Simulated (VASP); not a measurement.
# AlP (F-43m) in VASP: settings compared, part 2 of 3

VASP 6.6.1.

### 4 Single point, PBEsol

This run uses another cell than the first one, of 21.24 Å³/atom, 1.038 times its volume.

Contents of INCAR:

```
SYSTEM = AlP
PREC     = Accurate       ! precision mode
ENCUT    = 500            ! plane-wave cutoff, eV
EDIFF    = 1E-6           ! SCF threshold, eV
ISMEAR   = 0              ! smearing method
SIGMA    = 0.01           ! smearing width, eV
LREAL    = .False.        ! projectors in reciprocal space
LASPH    = .True.         ! aspherical terms in the spheres
NELM     = 120            ! most SCF steps
ALGO     = Normal         ! electronic algorithm
ISIF     = 2              ! what is computed and relaxed
LWAVE    = .False.        ! write WAVECAR
LCHARG   = .False.        ! write CHGCAR
GGA      = PS             ! functional
NBANDS   = 11             ! bands
GGA_COMPAT= .False.
```

Contents of KPOINTS:

```
regular mesh
0
Gamma
  8 8 8
  0 0 0
```

Contents of POSCAR:

```
AlP
1.0
    0.0000000000      2.7692422729      2.7692422729
    2.7692422729      0.0000000000      2.7692422729
    2.7692422729      2.7692422729      0.0000000000
Al P
1 1
Direct
    0.0000000000      0.0000000000      0.0000000000
    0.7500000000      0.7500000000      0.7500000000
```

Potentials or basis: VASP PAW PBE potentials, release 64 (Al, P).

Command:

```console
$ cat potpaw_PBE.64/Al/POTCAR potpaw_PBE.64/P/POTCAR > POTCAR
$ mpirun -np 1 vasp_std > vasp.out
```

OUTCAR:

```text
SYSTEM = AlP
   PREC = Accurate
   ENCUT = 500
   EDIFF = 1E-6
   ISMEAR = 0
   LREAL = .False.
   LASPH = .True.
   NELM = 120
   ISIF = 2
   GGA = PS

 ion  position               nearest neighbor table
   1  0.000  0.000  0.000-   2 2.40   2 2.40   2 2.40   2 2.40
   2  0.750  0.750  0.750-   1 2.40   1 2.40   1 2.40   1 2.40

  LATTYP: Found a face centered cubic cell.
 ALAT       =     5.5384845458

  Lattice vectors:

 A1 = (   0.0000000000,   2.7692422729,   2.7692422729)
 A2 = (   2.7692422729,   0.0000000000,   2.7692422729)
 A3 = (   2.7692422729,   2.7692422729,   0.0000000000)

Analysis of symmetry for initial positions (statically):
=====================================================================
 Subroutine PRICEL returns:
 Original cell was already a primitive cell.

 Routine SETGRP: Setting up the symmetry group for a
 face centered cubic supercell.

 Subroutine GETGRP returns: Found 24 space group operations
 (whereof 24 operations were pure point group operations)
 out of a pool of 48 trial point group operations.

The static configuration has the point symmetry T_d .

Analysis of symmetry for dynamics (positions and initial velocities):
=====================================================================
 Subroutine PRICEL returns:
 Original cell was already a primitive cell.

 Routine SETGRP: Setting up the symmetry group for a
 face centered cubic supercell.

 Subroutine GETGRP returns: Found 24 space group operations
 (whereof 24 operations were pure point group operations)
 out of a pool of 48 trial point group operations.

The dynamic configuration has the point symmetry T_d .

 Subroutine INISYM returns: Found 24 space group operations
 (whereof 24 operations are pure point group operations),
 and found     1 'primitive' translations

----------------------------------------------------------------------------------------

                                     Primitive cell

  volume of cell :      42.4730

  direct lattice vectors                    reciprocal lattice vectors
     0.000000000  2.769242273  2.769242273    -0.180554806  0.180554806  0.180554806
     2.769242273  0.000000000  2.769242273     0.180554806 -0.180554806  0.180554806
     2.769242273  2.769242273  0.000000000     0.180554806  0.180554806 -0.180554806

  length of vectors
     3.916299980  3.916299980  3.916299980     0.312730097  0.312730097  0.312730097

  position of ions in fractional coordinates (direct lattice)
     0.000000000  0.000000000  0.000000000
     0.750000000  0.750000000  0.750000000

  ion indices of the primitive-cell ions
   primitive index   ion index
                 1           1
                 2           2

----------------------------------------------------------------------------------------

 KPOINTS: regular mesh

Automatic generation of k-mesh.
 Grid dimensions read from file:
 generate k-points for:    8    8    8

 Generating k-lattice:

  Cartesian coordinates                     Fractional coordinates (reciprocal lattice)
    -0.022569351  0.022569351  0.022569351     0.125000000  0.000000000  0.000000000
     0.022569351 -0.022569351  0.022569351     0.000000000  0.125000000  0.000000000
     0.022569351  0.022569351 -0.022569351     0.000000000  0.000000000  0.125000000

  Length of vectors
     0.039091262  0.039091262  0.039091262

  Shift w.r.t. Gamma in fractional coordinates (k-lattice)
     0.000000000  0.000000000  0.000000000

 Subroutine IBZKPT returns following result:
 ===========================================

 Found     29 irreducible k-points:

 Following reciprocal coordinates:
            Coordinates               Weight
  0.000000  0.000000  0.000000      1.000000
  0.125000  0.000000  0.000000      8.000000
  0.250000  0.000000  0.000000      8.000000
  0.375000  0.000000  0.000000      8.000000
  0.500000  0.000000  0.000000      4.000000
  0.125000  0.125000  0.000000      6.000000
[... 16 lines left out ...]
  0.500000  0.250000  0.125000     48.000000
 -0.375000  0.250000  0.125000     24.000000
 [... further k-points ...]
   k-points           NKPTS =     29   k-points in BZ     NKDIM =     29   number of bands    NBANDS=     11
   number of dos      NEDOS =    301   number of ions     NIONS =      2
   total plane-waves  NPLWV =  27000
   dimension x,y,z NGX =    30 NGY =   30 NGZ =   30
   dimension x,y,z NGXF=    60 NGYF=   60 NGZF=   60
   ions per type =               1   1
   NGX,Y,Z   is equivalent  to a cutoff of  12.73, 12.73, 12.73 a.u.
   NGXF,Y,Z  is equivalent  to a cutoff of  25.47, 25.47, 25.47 a.u.
 SYSTEM =  AlP
   PREC   = accura    normal or accurate (medium, high low for compatibility)
   ISTART =      0    job   : 0-new  1-cont  2-samecut
   ICHARG =      2    charge: 1-file 2-atom 10-const
   ISPIN  =      1    spin polarized calculation?
   LNONCOLLINEAR =      F non collinear calculations
   LSORBIT =      F    spin-orbit coupling
   LASPH  =      T    aspherical Exc in radial PAW
   ENCUT  =  500.0 eV  36.75 Ry    6.06 a.u.   7.14  7.14  7.14*2*pi/ulx,y,z
   NELM   =    120;   NELMIN=  2; NELMDL= -5     # of ELM steps
   EDIFF  = 0.1E-05   stopping-criterion for ELM
   LREAL  =      F    real-space projection
   EDIFFG = 0.1E-04   stopping-criterion for IOM
   NSW    =      0    number of steps for IOM
   IBRION =     -1    ionic relax: 0-MD 1-quasi-New 2-CG
   NFREE  =      0    steps in history (QN), initial steepest desc. (CG)
   ISIF   =      2    stress and relaxation
   ISYM   =      2    0-nonsym 1-usesym 2-fastsym
   POTIM  = 0.5000    time-step for ionic-motion
   TEBEG  =    0.0;   TEEND  =   0.0 temperature during run
   PSTRESS=    0.0 pullay stress
   NELECT =       8.0000    total number of electrons
   NUPDOWN=      -1.0000    fix difference up-down
   EMIN   =  10.00;   EMAX   =-10.00  energy-range for DOS
   EFERMI =   0.00;   METHOD = LEGACY
   ISMEAR =     0;   SIGMA  =   0.01  broadening in eV -4-tet -1-fermi 0-gaus
   EFERMI_NEDOS =   21; number of points for ismear=-14 and -15
   IALGO  =     38    algorithm
   IMIX   =      4    mixing-type and parameters
     AMIX     =   0.40;   BMIX     =  1.00
     AMIX_MAG =   1.60;   BMIX_MAG =  1.00
  volume/ion in A,a.u.               =      21.24       143.31
  Fermi-wavevector in a.u.,A,eV,Ry     =   0.938427  1.773370 11.981908  0.880645
  Thomas-Fermi vector in A             =   2.065638
   LORBIT       =      0    0 simple, 1 ext, 2 COOP (PROOUT), +10 PAW based schemes
   GGA     = PS    functional components
   LHFCALC =     F    Hartree Fock is set to
   AEXX    =    0.0000 exact exchange contribution
   IVDW    =     0    specifies the selected vdW correction
   LEPSILON=     F    determine dielectric tensor
   LRPA    =     F    only Hartree local field effects (RPA)
 non-spin polarized calculation
 Gauss-broadening in eV      SIGMA  =   0.01
  energy-cutoff  :      500.00
  volume of cell :       42.47
 maximum number of plane-waves:      1090
 NGX is ok and might be reduce to    30
   NGX = 15   NGY = 15   NGZ = 15

 number of electron       8.0000000 magnetization

 Free energy of the ion-electron system (eV)
  ---------------------------------------------------
  ext. energy  EPLUGINS =         0.00000000
  ---------------------------------------------------
  free energy    TOTEN  =       -10.98081282 eV

  energy without entropy =      -10.98081282  energy(sigma->0) =      -10.98081282

 E-fermi :   4.2012     XC(G=0):  -9.2017

 val. band max:        4.1505484147   @ k =   0.0000   0.0000   0.0000
 cond. band min:       5.6698082444   @ k =   0.5000   0.5000   0.0000
 fundamental gap:      1.5192598297
 Fermi energy:         4.2011654262

 k-point     1 :       0.0000    0.0000    0.0000
  band No.  band energies     occupation
      1      -7.1355      2.00000
      2       4.1505      2.00000
      3       4.1505      2.00000
      4       4.1505      2.00000
      5       6.9973      0.00000
      6       8.6026      0.00000
      7       8.6026      0.00000
      8       8.6026      0.00000
      9      12.9019      0.00000
     10      12.9019      0.00000
     11      13.9496      0.00000
[... 309 lines left out ...]
 k-point    24 :      -0.3750    0.2500    0.1250
  band No.  band energies     occupation
      1      -5.2450      2.00000
      2      -0.9038      2.00000
      3       1.6176      2.00000
      4       2.7129      2.00000
      5       7.9615      0.00000
      6       8.5274      0.00000
      7      10.8431      0.00000
      8      11.6322      0.00000
      9      12.8793      0.00000
     10      15.3242      0.00000
     11      16.5446      0.00000

 [... further k-points ...]
[... 5 lines left out ...]
  --------------------------------------------------------------------------------------
  -------------------------------------------------------------------------------------
  Total       -0.7830882     -0.7830882     -0.7830882      0.0000000     -0.0000000      0.0000000
  in kB      -29.5398569    -29.5398569    -29.5398569      0.0000000     -0.0000000      0.0000000
  external PRESSURE =     -29.5398569 kB  Pullay stress =       0.0000000 kB

 VOLUME and BASIS-vectors are now :
 -----------------------------------------------------------------------------
  energy-cutoff  :      500.00
  volume of cell :       42.47
      direct lattice vectors                 reciprocal lattice vectors
     0.000000000  2.769242273  2.769242273    -0.180554806  0.180554806  0.180554806
     2.769242273  0.000000000  2.769242273     0.180554806 -0.180554806  0.180554806
     2.769242273  2.769242273  0.000000000     0.180554806  0.180554806 -0.180554806

 POSITION                                       TOTAL-FORCE (eV/Angst)
 -----------------------------------------------------------------------------------
      0.00000      0.00000      0.00000         0.000000      0.000000      0.000000
      4.15386      4.15386      4.15386        -0.000000     -0.000000     -0.000000
 -----------------------------------------------------------------------------------
    total drift:                               -0.000000     -0.000000     -0.000000

  FREE ENERGIE OF THE ION-ELECTRON SYSTEM (eV)
  ---------------------------------------------------
  free  energy   TOTEN  =       -10.9808128158 eV

  energy  without entropy=      -10.9808128158  energy(sigma->0) =      -10.98081282
```

Wall time 10 s (1 thread of Intel Xeon Platinum 8559C (Emerald Rapids), shared host); peak memory 0.16 GiB.

Results:

```
Free energy            : -10.9808 eV
Pressure               : -3.0 GPa
Band gap on the k mesh : 1.52 eV, indirect (least direct gap 2.85 eV)
```

Caveat: the PAW data sets were made with another functional, which shifts forces and pressure a little. A hybrid or GW would open this gap; PBEsol tends to underestimate it.

(Part 2 of 3 ends here.)
